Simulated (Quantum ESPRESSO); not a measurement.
Set up this calculation in Quantum ESPRESSO 7.5, as the native input.

- Task: single point
- Functional: PBE
- Potentials or basis: SSSP 1.3 efficiency PBE
- Cutoff: 748 eV
- Density cutoff: 5987 eV
- k mesh: 11 × 11 × 6
- Occupations: fermi-dirac, width 0.05 eV
- Spin: no spin polarisation
- Mixing beta: 0.5
- Most SCF iterations: 120
- SCF threshold: 4e-10 Ry

The system is Ir.

```xyz
2
Lattice="2.7514 0.0000 0.0000 -1.3757 2.3828 0.0000 0.0000 0.0000 4.4623" Properties=species:S:1:pos:R:3 pbc="T T T"
Ir    0.0000    1.5885    1.1156
Ir    1.3757    0.7943    3.3467
```

This isn't the form of Ir at room conditions, which is fcc.

The input as run:

pw.in

```
&CONTROL
  calculation = 'scf'
  prefix = 'pwscf'
  outdir = './tmp'
  pseudo_dir = './pseudo'
  tprnfor = .true.
  tstress = .true.
  disk_io = 'nowf'
/
&SYSTEM
  ibrav = 0
  nat = 2
  ntyp = 1
  ecutwfc = 55
  ecutrho = 440
  nbnd = 22
  occupations = 'smearing'
  smearing = 'fd'
  degauss = 0.00367493
/
&ELECTRONS
  conv_thr = 4d-10
  electron_maxstep = 120
  mixing_beta = 0.5
/
ATOMIC_SPECIES
Ir   192.2170 Ir_pbe_v1.2.uspp.F.UPF
CELL_PARAMETERS angstrom
   2.7513778946    0.0000000000    0.0000000000
  -1.3756889473    2.3827631521    0.0000000000
   0.0000000000    0.0000000000    4.4622900000
ATOMIC_POSITIONS crystal
Ir     0.3333333333    0.6666666667    0.2500000000
Ir     0.6666666667    0.3333333333    0.7500000000
K_POINTS automatic
11 11 6 0 0 0
```

Potentials or basis: SSSP 1.3 efficiency PBE.

Command:

```bash
$ OMP_NUM_THREADS=1 pw.x -in pw.in > pw.out
```

It gave:

```
Pressure               : -2.1 GPa
Band gap on the k mesh : none (metal or under the smearing width)
```

Run time: 43 s on 1 thread of Arm Neoverse N1 (shared host), peak memory 0.19 GiB.
